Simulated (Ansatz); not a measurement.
Relaxed structure of Cl2 on the (100) surface of Cu, one molecule per 25.4 Å² (the molecule's atoms stand last):

```yaml
crystal:
  lattice:
    - [5.03937, 0.00000, 0.00000]
    - [0.00000, 5.03937, 0.00000]
    - [0.00000, 0.00000, 23.34506]
  atoms:
    - { symbol: Cu, position: [0.25000, 0.25000, 0.34268] }
    - { symbol: Cu, position: [0.25000, 0.75000, 0.34268] }
    - { symbol: Cu, position: [0.75000, 0.25000, 0.34268] }
    - { symbol: Cu, position: [0.75000, 0.75000, 0.34268] }
    - { symbol: Cu, position: [0.50000, 0.50000, 0.41900] }
    - { symbol: Cu, position: [0.50000, 0.00000, 0.41900] }
    - { symbol: Cu, position: [0.00000, 0.50000, 0.41900] }
    - { symbol: Cu, position: [0.00000, 0.00000, 0.41900] }
    - { symbol: Cu, position: [0.75033, 0.74986, 0.49592] }
    - { symbol: Cu, position: [0.75036, 0.24977, 0.49593] }
    - { symbol: Cu, position: [0.24993, 0.74955, 0.49760] }
    - { symbol: Cu, position: [0.24990, 0.24948, 0.49761] }
    - { symbol: Cu, position: [0.00720, 0.99919, 0.57371] }
    - { symbol: Cu, position: [0.00720, 0.49875, 0.57363] }
    - { symbol: Cu, position: [0.49387, 0.99998, 0.57385] }
    - { symbol: Cu, position: [0.49404, 0.49982, 0.57389] }
    - { symbol: Cl, position: [0.75149, 0.50459, 0.65500] }
    - { symbol: Cl, position: [0.75006, 0.00456, 0.65505] }
```

All numbers below come from Ansatz 0.2.0, DFT PBE+D3(BJ), scalar-relativistic, plane waves, PAW. Settings: cutoff 420 eV, Γ-centred mesh 4×4×1 on the computed 18-atom cell, Gaussian smearing of 0.10 eV; no spin polarisation. The cell repeats along c with a dipole correction in the vacuum.

The slab and the molecular layer are also computed alone at these places.

(1) How does the adsorption energy per molecule split into interaction and deformation?

(2) How much charge moves across the plane at z = 14.34 Å, midway between slab and molecule?

(3) How does the density difference (whole less rigid parts, positive where electrons gather), summed over the plane, run along c?

Results:

(1) E_ads = -2.579 eV: interaction of the rigid parts -3.063 eV, deformation of the slab +0.047 eV, deformation of the molecule with its lateral interactions +0.437 eV.

(2) About 0.19 electrons a cell move up to the molecule; half the integral of |Δρ| is 0.71 e.

(3)
```csv
z (Å),Δρ (e/Å)
6.13,0.002
6.27,0.002
6.42,0.003
6.57,0.003
6.86,0.002
7.00,0.000
7.15,-0.001
7.30,-0.003
7.44,-0.002
7.59,0.001
7.73,0.000
8.02,-0.010
8.17,-0.005
8.32,-0.003
8.46,-0.009
8.61,-0.013
8.75,-0.012
8.90,-0.006
9.19,0.003
9.34,-0.002
9.48,-0.001
9.63,0.017
9.78,0.032
9.92,0.021
10.07,0.002
10.36,-0.003
10.51,-0.007
10.65,-0.015
10.80,-0.018
10.94,-0.019
11.09,-0.021
11.23,-0.022
11.53,0.019
11.67,0.020
11.82,0.011
11.96,0.038
12.11,0.087
12.26,0.117
12.55,0.058
12.69,-0.010
12.84,-0.066
12.99,-0.088
13.13,-0.084
13.28,-0.070
13.42,-0.078
13.72,-0.259
13.86,-0.338
14.01,-0.311
14.15,-0.178
14.30,-0.015
14.44,0.094
14.59,0.119
14.88,0.102
15.03,0.222
15.17,0.375
15.32,0.419
15.47,0.314
15.61,0.148
15.76,0.011
16.05,-0.111
16.20,-0.110
16.34,-0.092
16.49,-0.071
16.63,-0.051
16.78,-0.036
16.93,-0.024
17.22,-0.010
17.36,-0.007
17.51,-0.004
17.65,-0.003
```